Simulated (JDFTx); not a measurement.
Set up this calculation in JDFTx 1.7.0 (patched build), as the native input.

| Item | Value |
| --- | --- |
| Task | single point |
| Functional | LDA |
| Potentials or basis | PseudoDojo-SR-LDA-0.4.1-standard with smoothed tails |
| Cutoff | 1116 eV |
| Density cutoff | 8925 eV |
| k mesh | 13 × 13 × 13 |
| Occupations | gaussian, width 0.1 eV |
| Spin | no spin polarisation |
| Local potential set to -Z/r beyond | 6 bohr |
| Bands | 9 |
| Density cutoff over wavefunction cutoff | 8 |
| Max SCF steps | 100 |
| SCF threshold on the energy | 1e-09 Ha |
| Solver of the electrons | scf |
| Further solve for the empty bands | yes |

C:

```xyz
2
Lattice="0.0000 1.7834 1.7834 1.7834 0.0000 1.7834 1.7834 1.7834 0.0000" Properties=species:S:1:pos:R:3 pbc="T T T"
C     0.8917    0.8917    0.8917
C     0.0000    0.0000    0.0000
```

This isn't the form of C at room conditions, which is graphite.

The cell isn't the ideal one: the cell as VASP's run set it.

These files were run (other wordings do the same):

C.in

```
include C.lattice
coords-type Lattice
include C.ionpos

ion-species pseudo/C.upf
elec-cutoff 41 328
elec-ex-corr lda-PW
kpoint-folding 13 13 13
elec-smearing Gauss 0.0018374661
elec-n-bands 9
electronic-SCF nIterations 100 energyDiffThreshold 1e-09
electronic-minimize nIterations 30 energyDiffThreshold 1e-7
converge-empty-states yes
forces-output-coords Cartesian

dump-name run.$VAR
dump End Ecomponents EigStats BandEigs Kpoints Forces Stress ElecDensity Dtot KEdensity
```

C.lattice

```
lattice \
    0.0000000000     3.3700808789     3.3700808789 \
    3.3700808789     0.0000000000     3.3700808789 \
    3.3700808789     3.3700808789     0.0000000000
```

C.ionpos

```
ion C      0.2500000000     0.2500000000     0.2500000000 1
ion C      0.0000000000     0.0000000000     0.0000000000 1
```

Potentials or basis: PseudoDojo-SR-LDA-0.4.1-standard with smoothed tails.

The run is started by

```sh
$ jdftx -c 1 -i C.in -o C.out
```

Results of the run:

```
Pressure               : -11.1 GPa
Band gap on the k mesh : 4.15 eV, indirect (least direct gap 5.56 eV)
```

Caveat: the empty levels aren't tightly converged; an odd mesh through Γ misses points on the zone boundary, where band edges often lie.

It took 13 s on 1 thread of Intel(R) Xeon(R) 6975P-C (Granite Rapids) (shared host), peak memory 0.07 GiB.
